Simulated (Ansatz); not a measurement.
What spin–orbit coupling does to the bands of CuO

```
Cu O
1.0
     2.63683    0.00000    0.00000
     0.00000    2.63683    0.00000
     0.00000    0.00000    2.63683
Cu O
1 1
Direct
  0.00000 0.00000 0.00000
  0.50000 0.50000 0.50000
```

Atoms are numbered in the order listed.

The cell was built from the CsCl type and relaxed in the same program, and has space group Pm-3m; it needn't be a known or the stable phase.

Without spin polarisation or U, such a compound can come out metallic where the real one is a magnetic insulator.

All numbers are computed: DFT, PBE, all-electron LAPW, scalar-relativistic (Ansatz 0.2.0); DFT, PBE, all-electron LAPW, Dirac equation with spin-orbit coupling (Ansatz 0.2.0).

Sampling and basis: a Γ-centred 12×12×12 k mesh, Fermi–Dirac smearing of 0.08 eV, basis error target 0.25 meV/atom, no spin polarisation.

Levels between -8 and 5 eV, each run counted from its own valence-band top where it has a gap, else its Fermi level. Scalar levels are listed once for both spins; with the coupling every spinor state is counted. Levels near the edges of the range can cross them.

**Question.** At Γ (0.000, 0.000, 0.000) the scalar-relativistic levels are -3.20 (×2), -1.82 (×3), -1.55 (×3), 0.68. What are they with spin–orbit coupling?

**Answer.** -3.23 (×4), -1.86 (×2), -1.81 (×4), -1.62 (×4), -1.45 (×2), 0.67 (×2).

**Question.** At X (0.000, 0.500, 0.000) the scalar-relativistic levels are -7.64, -3.32 (×2), -2.95, -1.49, -1.10, 0.40 (×2). What are they with spin–orbit coupling?

**Answer.** -7.65 (×2), -3.37 (×2), -3.30 (×2), -2.96 (×2), -1.50 (×2), -1.12 (×2), 0.36 (×2), 0.43 (×2).

**Question.** At M (0.500, 0.500, 0.000) the scalar-relativistic levels are -5.25 (×2), -2.91, -2.07, -1.99 (×2), -1.13, -0.89. What are they with spin–orbit coupling?

**Answer.** -5.26 (×2), -5.25 (×2), -2.95 (×2), -2.14 (×2), -2.05 (×2), -1.92 (×2), -1.12 (×2), -0.89 (×2).
